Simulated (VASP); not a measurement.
# HfC (Fm-3m) in VASP: a series of runs, part 2 of 2

VASP 6.6.1. Earlier steps stand in the parts before.

### Step 3. Band structure, PBEsol0

Input file POSCAR:

```
HfC
1.0
    0.0000000000      2.3250000000      2.3250000000
    2.3250000000      0.0000000000      2.3250000000
    2.3250000000      2.3250000000      0.0000000000
Hf C
1 1
Direct
    0.5000000000      0.5000000000      0.5000000000
    0.0000000000      0.0000000000      0.0000000000
```

Input file INCAR.step1:

```
SYSTEM = HfC
PREC     = Accurate       ! precision mode
ENCUT    = 520            ! plane-wave cutoff, eV
EDIFF    = 1E-5           ! SCF threshold, eV
ISMEAR   = -1             ! smearing method
SIGMA    = 0.05           ! smearing width, eV
LREAL    = .FALSE.        ! projectors in reciprocal space
LASPH    = .TRUE.         ! aspherical terms in the spheres
NELM     = 80             ! most SCF steps
ALGO     = Normal         ! electronic algorithm
ISIF     = 2              ! what is computed and relaxed
LWAVE    = .TRUE.         ! write WAVECAR
LCHARG   = .FALSE.        ! write CHGCAR
LMAXMIX  = 4              ! l up to which the mixer works
GGA      = PE             ! functional
```

Input file INCAR.step2:

```
SYSTEM = HfC
PREC     = Accurate       ! precision mode
ENCUT    = 520            ! plane-wave cutoff, eV
EDIFF    = 1E-7           ! SCF threshold, eV
ISMEAR   = -1             ! smearing method
SIGMA    = 0.05           ! smearing width, eV
LREAL    = .FALSE.        ! projectors in reciprocal space
LASPH    = .TRUE.         ! aspherical terms in the spheres
NELM     = 80             ! most SCF steps
ALGO     = Normal         ! electronic algorithm
ISIF     = 2              ! what is computed and relaxed
LWAVE    = .FALSE.        ! write WAVECAR
LCHARG   = .FALSE.        ! write CHGCAR
LMAXMIX  = 4              ! l up to which the mixer works
GGA      = PS             ! functional
LHFCALC  = .TRUE.         ! exact exchange
AEXX     = 0.25           ! exact-exchange fraction
PRECFOCK = Fast         
HFRCUT   = -1           
ISTART   = 1
```

Input file KPOINTS:

```
Automatic mesh
0
G
  5 5 5
  0 0 0
```

Input file KPOINTS_OPT:

```
path GXWKGLUWLK,UX
8
line-mode
reciprocal
 0.0000000000  0.0000000000  0.0000000000  G
 0.5000000000  0.0000000000  0.5000000000  X

 0.5000000000  0.0000000000  0.5000000000  X
 0.5000000000  0.2500000000  0.7500000000  W

 0.5000000000  0.2500000000  0.7500000000  W
 0.3750000000  0.3750000000  0.7500000000  K

 0.3750000000  0.3750000000  0.7500000000  K
 0.0000000000  0.0000000000  0.0000000000  G

 0.0000000000  0.0000000000  0.0000000000  G
 0.5000000000  0.5000000000  0.5000000000  L

 0.5000000000  0.5000000000  0.5000000000  L
 0.6250000000  0.2500000000  0.6250000000  U

 0.6250000000  0.2500000000  0.6250000000  U
 0.5000000000  0.2500000000  0.7500000000  W

 0.5000000000  0.2500000000  0.7500000000  W
 0.5000000000  0.5000000000  0.5000000000  L

 0.5000000000  0.5000000000  0.5000000000  L
 0.3750000000  0.3750000000  0.7500000000  K

 0.6250000000  0.2500000000  0.6250000000  U
 0.5000000000  0.0000000000  0.5000000000  X
```

Potentials or basis: VASP PAW PBE potentials, release 64 (Hf_pv, C).

The run is started by

```bash
$ cat potpaw_PBE.64/Hf_pv/POTCAR potpaw_PBE.64/C/POTCAR > POTCAR
$ cp INCAR.step1 INCAR
$ mpirun -np 1 vasp_std > vasp.out
$ cp INCAR.step2 INCAR
$ mpirun -np 1 vasp_std > vasp.out
```

OUTCAR:

```text
SYSTEM = HfC
   PREC = Accurate
   ENCUT = 520
   EDIFF = 1E-7
   ISMEAR = -1
   LREAL = .FALSE.
   LASPH = .TRUE.
   NELM = 80
   ISIF = 2
   GGA = PS
   LHFCALC = .TRUE.
   AEXX = 0.25
   PRECFOCK = Fast
   ISTART = 1

 ion  position               nearest neighbor table
   1  0.500  0.500  0.500-   2 2.33   2 2.33   2 2.33   2 2.33   2 2.33   2 2.33
   2  0.000  0.000  0.000-   1 2.33   1 2.33   1 2.33   1 2.33   1 2.33   1 2.33

[... 322 lines left out ...]

------------------------ aborting loop because EDIFF is reached ----------------------------------------

  FORCE on cell =-STRESS in cart. coord.  units (eV):
  Direction    XX          YY          ZZ          XY          YZ          ZX
  --------------------------------------------------------------------------------------
  -------------------------------------------------------------------------------------
  Total       -1.3402904     -1.3402904     -1.3402904      0.0000000      0.0000000     -0.0000000
  in kB      -85.4300445    -85.4300445    -85.4300445      0.0000000      0.0000000     -0.0000000
  external PRESSURE =     -85.4300445 kB  Pullay stress =       0.0000000 kB

 VOLUME and BASIS-vectors are now :
 -----------------------------------------------------------------------------
  energy-cutoff  :      520.00
  volume of cell :       25.14
      direct lattice vectors                 reciprocal lattice vectors
     0.000000000  2.325000000  2.325000000    -0.215053763  0.215053763  0.215053763
     2.325000000  0.000000000  2.325000000     0.215053763 -0.215053763  0.215053763
     2.325000000  2.325000000  0.000000000     0.215053763  0.215053763 -0.215053763

 POSITION                                       TOTAL-FORCE (eV/Angst)
 -----------------------------------------------------------------------------------
      2.32500      2.32500      2.32500        -0.000000      0.000000     -0.000000
      0.00000      0.00000      0.00000         0.000000     -0.000000      0.000000
 -----------------------------------------------------------------------------------
    total drift:                               -0.000000     -0.000000     -0.000000

  FREE ENERGIE OF THE ION-ELECTRON SYSTEM (eV)
  ---------------------------------------------------
  free  energy   TOTEN  =       -26.2715924453 eV

  energy  without entropy=      -26.2681637761  energy(sigma->0) =      -26.26987811
```

OUTCAR.step1:

```text
SYSTEM = HfC
   PREC = Accurate
   ENCUT = 520
   EDIFF = 1E-5
   ISMEAR = -1
   LREAL = .FALSE.
[... 345 lines left out ...]
      2.32500      2.32500      2.32500         0.000000      0.000000      0.000000
      0.00000      0.00000      0.00000        -0.000000     -0.000000     -0.000000
 -----------------------------------------------------------------------------------
    total drift:                                0.000000     -0.000000      0.000000

  FREE ENERGIE OF THE ION-ELECTRON SYSTEM (eV)
  ---------------------------------------------------
  free  energy   TOTEN  =       -21.0014716569 eV

  energy  without entropy=      -20.9932813325  energy(sigma->0) =      -20.99737649
```

OSZICAR.step1:

```text
N       E                     dE             d eps       ncg     rms          rms(c)
DAV:   1     0.204671942901E+02    0.20467E+02   -0.86576E+03   220   0.128E+03
DAV:   2    -0.226744562348E+02   -0.43142E+02   -0.40930E+02   274   0.208E+02
DAV:   3    -0.241868119640E+02   -0.15124E+01   -0.14965E+01   297   0.292E+01
DAV:   4    -0.241997293411E+02   -0.12917E-01   -0.12879E-01   275   0.281E+00
DAV:   5    -0.241998979317E+02   -0.16859E-03   -0.16857E-03   276   0.238E-01    0.573E+01
DAV:   6    -0.210852737395E+02    0.31146E+01   -0.20666E+01   241   0.234E+01    0.405E+01
DAV:   7    -0.210229603410E+02    0.62313E-01   -0.73921E-01   247   0.630E+00    0.259E+01
DAV:   8    -0.210069405970E+02    0.16020E-01   -0.94320E-02   238   0.296E+00    0.768E+00
DAV:   9    -0.210014603234E+02    0.54803E-02   -0.12311E-02   229   0.114E+00    0.236E+00
DAV:  10    -0.210014671257E+02   -0.68022E-05   -0.63309E-04   267   0.250E-01    0.408E-01
DAV:  11    -0.210014716569E+02   -0.45313E-05   -0.10774E-05   140   0.401E-02
   1 F= -.21001472E+02 E0= -.20997376E+02  d E =-.819032E-02
```

Wall time 17 min (1 thread of Intel Xeon Platinum 8488C (Sapphire Rapids), shared host); peak memory 0.18 GiB.

Results:

| Property | Result |
| --- | --- |
| Free energy | -26.2716 eV |
| Pressure | -8.5 GPa |
| Band gap along the path | none (metal or under the smearing width) |

Levels at the corners of the path, in eV from the Fermi level:
| point | band 4 | band 5 | band 6 | band 7 | band 8 | band 9 | band 10 | band 11 |
| --- | --- | --- | --- | --- | --- | --- | --- | --- |
| Γ | -13.95 | 1.71 | 1.73 | 1.76 | 2.63 | 2.64 | 2.64 | 4.61 |
| X | -11.87 | -3.21 | -1.62 | -0.19 | 0.15 | 6.73 | 8.51 | 8.52 |
| X | -11.87 | -3.21 | -1.62 | -0.19 | 0.15 | 6.73 | 8.51 | 8.52 |
| W | -11.03 | -3.47 | -3.22 | -3.21 | 5.20 | 5.20 | 8.54 | 8.66 |
| W | -11.03 | -3.47 | -3.22 | -3.21 | 5.20 | 5.20 | 8.53 | 8.66 |
| K | -11.14 | -4.06 | -3.34 | -1.98 | 2.82 | 7.48 | 7.97 | 9.98 |
| K | -11.14 | -4.06 | -3.34 | -1.98 | 2.82 | 7.48 | 7.97 | 9.96 |
| Γ | -13.95 | 1.71 | 1.73 | 1.76 | 2.63 | 2.64 | 2.64 | 4.61 |
| Γ | -13.95 | 1.71 | 1.73 | 1.76 | 2.63 | 2.64 | 2.64 | 4.61 |
| L | -9.81 | -7.05 | -3.50 | -3.48 | 7.04 | 7.04 | 7.61 | 7.97 |
| L | -9.81 | -7.05 | -3.50 | -3.48 | 7.04 | 7.04 | 7.61 | 7.97 |
| U | -11.14 | -4.06 | -3.34 | -1.98 | 2.82 | 7.48 | 7.97 | 9.96 |
| U | -11.14 | -4.06 | -3.34 | -1.98 | 2.82 | 7.48 | 7.97 | 9.97 |
| W | -11.03 | -3.47 | -3.22 | -3.21 | 5.20 | 5.20 | 8.54 | 8.66 |
| W | -11.03 | -3.47 | -3.22 | -3.21 | 5.20 | 5.20 | 8.54 | 8.66 |
| L | -9.81 | -7.05 | -3.50 | -3.48 | 7.04 | 7.04 | 7.61 | 7.97 |
| L | -9.81 | -7.05 | -3.50 | -3.48 | 7.04 | 7.04 | 7.61 | 7.97 |
| K | -11.14 | -4.06 | -3.34 | -1.98 | 2.82 | 7.48 | 7.97 | 9.95 |
| U | -11.14 | -4.06 | -3.34 | -1.98 | 2.82 | 7.48 | 7.97 | 9.95 |
| X | -11.87 | -3.21 | -1.62 | -0.19 | 0.15 | 6.73 | 8.51 | 8.52 |

Caveat: the k mesh is coarse (spacing up to 0.47 Å⁻¹), so the values aren't converged, least of all with exact exchange; the PAW data sets were made with another functional, which shifts forces and pressure a little; spin-orbit coupling is left out, which moves the levels of the heavy elements.

### Step 4. Band structure, PBEsol, spin-orbit coupling, no magnetisation

Input file INCAR:

```
SYSTEM = HfC
PREC = Accurate ; ENCUT = 520
EDIFF = 1E-6 ; ISMEAR = -1
SIGMA = 0.05 ; LREAL = .FALSE.
LASPH = .TRUE. ; NELM = 100
ALGO = Fast ; ISIF = 2
LWAVE = .FALSE. ; LCHARG = .FALSE.
MAGMOM = 0 0 0 0 0 0 ; LORBIT = 11
LSORBIT = .TRUE. ; GGA_COMPAT = .FALSE.
LMAXMIX = 4 ; GGA = PS
NBANDS = 26
```

Input file KPOINTS:

```
regular mesh
0
G
  7 7 7
  0 0 0
```

POSCAR is that of step 3.

KPOINTS_OPT, as its differences from that of step 3:

```diff
@@ -1,3 +1,3 @@
 path GXWKGLUWLK,UX
-8
+20
 line-mode
```

The run is started by

```bash
$ cat potpaw_PBE.64/Hf_pv/POTCAR potpaw_PBE.64/C/POTCAR > POTCAR
$ mpirun -np 1 vasp_ncl > vasp.out
```

Wall time 1.9 min (1 thread of Intel Xeon Platinum 8488C (Sapphire Rapids), shared host); peak memory 0.22 GiB.

The run converged. Its results:

```
Free energy                                           : -22.8338 eV
Pressure                                              : -7.1 GPa
Valence electrons inside the program's atomic spheres : Hf 8.67; C 2.37
```

Caveat: the PAW data sets were made with another functional, which shifts forces and pressure a little.

### Step 5. Band structure, RPBE

Input file INCAR:

```
SYSTEM = HfC
PREC = Accurate
ENCUT = 520
EDIFF = 1E-7
ISMEAR = -1
SIGMA = 0.05
LREAL = .FALSE.
LASPH = .TRUE.
NELM = 60
ALGO = Fast
ISIF = 2
LWAVE = .FALSE.
LCHARG = .FALSE.
LMAXMIX = 4
GGA = RP
NBANDS = 14
```

Input file KPOINTS:

```
regular mesh
0
G
  10 10 10
  0 0 0
```

POSCAR is that of step 4.

KPOINTS_OPT, as its differences from that of step 4:

```diff
@@ -1,3 +1,3 @@
 path GXWKGLUWLK,UX
-20
+15
 line-mode
```

The run is started by

```bash
$ cat potpaw_PBE.64/Hf_pv/POTCAR potpaw_PBE.64/C/POTCAR > POTCAR
$ mpirun -np 1 vasp_std > vasp.out
```

Run time: 19 s. Hardware: 1 thread of Intel Xeon Platinum 8488C (Sapphire Rapids), shared host; peak memory 0.15 GiB.

The run converged. Its results:

| Property | Result |
| --- | --- |
| Free energy | -20.1308 eV |
| Pressure | 3.5 GPa |
| Band gap along the path | none (metal or under the smearing width) |

Levels at the corners of the path, in eV from the Fermi level:
```tsv
point	band 4	band 5	band 6	band 7	band 8	band 9	band 10	band 11
Γ	-12.39	0.96	0.96	0.96	1.39	1.39	1.39	3.37
X	-10.50	-2.65	-1.78	-0.14	-0.14	5.28	6.73	6.73
X	-10.50	-2.65	-1.78	-0.14	-0.14	5.28	6.73	6.73
W	-9.77	-3.03	-2.74	-2.74	3.66	3.66	6.75	7.06
W	-9.77	-3.03	-2.74	-2.74	3.66	3.66	6.75	7.06
K	-9.85	-3.54	-2.77	-1.68	1.56	5.78	6.17	8.19
K	-9.85	-3.54	-2.77	-1.68	1.56	5.78	6.17	8.19
Γ	-12.39	0.96	0.96	0.96	1.39	1.39	1.39	3.37
Γ	-12.39	0.96	0.96	0.96	1.39	1.39	1.39	3.37
L	-8.68	-6.17	-3.01	-3.01	5.32	5.32	5.78	6.49
L	-8.68	-6.17	-3.01	-3.01	5.32	5.32	5.78	6.49
U	-9.85	-3.54	-2.77	-1.68	1.56	5.78	6.17	8.19
U	-9.85	-3.54	-2.77	-1.68	1.56	5.78	6.17	8.19
W	-9.77	-3.03	-2.74	-2.74	3.66	3.66	6.75	7.06
W	-9.77	-3.03	-2.74	-2.74	3.66	3.66	6.75	7.06
L	-8.68	-6.17	-3.01	-3.01	5.32	5.32	5.78	6.49
L	-8.68	-6.17	-3.01	-3.01	5.32	5.32	5.78	6.49
K	-9.85	-3.54	-2.77	-1.68	1.56	5.78	6.17	8.19
U	-9.85	-3.54	-2.77	-1.68	1.56	5.78	6.17	8.19
X	-10.50	-2.65	-1.78	-0.14	-0.14	5.28	6.73	6.73
```

Caveat: the PAW data sets were made with another functional, which shifts forces and pressure a little; spin-orbit coupling is left out, which moves the levels of the heavy elements.

### Step 6. The reference run

An earlier run on the cell as given: functional PBE; potentials or basis VASP PAW PBE potentials, release 64 (Hf_pv, C); cutoff 520 eV; k mesh 10 × 10 × 10; occupations fermi-dirac, width 0.05 eV; no spin polarisation.

* Pressure: -0.4 GPa
* Band gap on the k mesh: none (metal or under the smearing width)

### Step 7. Summary

```csv
task,level,spin,k mesh,grid for exact exchange (PRECFOCK),exchange at q = 0,mesh quality,pressure (GPa)
band structure,PBEsol,off,10 × 10 × 10,-,-,not flagged,-7.0
band structure,PBEsol0,off,5 × 5 × 5,Fast,truncated,coarse,-8.5
band structure,PBEsol,"SOC, no magnetisation",7 × 7 × 7,-,-,not flagged,-7.1
band structure,RPBE,off,10 × 10 × 10,-,-,not flagged,3.5
single point,PBE,off,10 × 10 × 10,-,-,not flagged,-0.4
```

Alike in all rows: potentials or basis VASP PAW PBE potentials, release 64 (Hf_pv, C); cell as given; cutoff (eV) 520; smearing fermi-dirac 0.05 eV.

Caveats: some runs use coarse meshes; the PAW data sets were made with another functional, which shifts forces and pressure a little (some runs); spin-orbit coupling is left out, which moves the levels of the heavy elements (some runs).

Absolute energies hang on the potentials; compare differences alone.
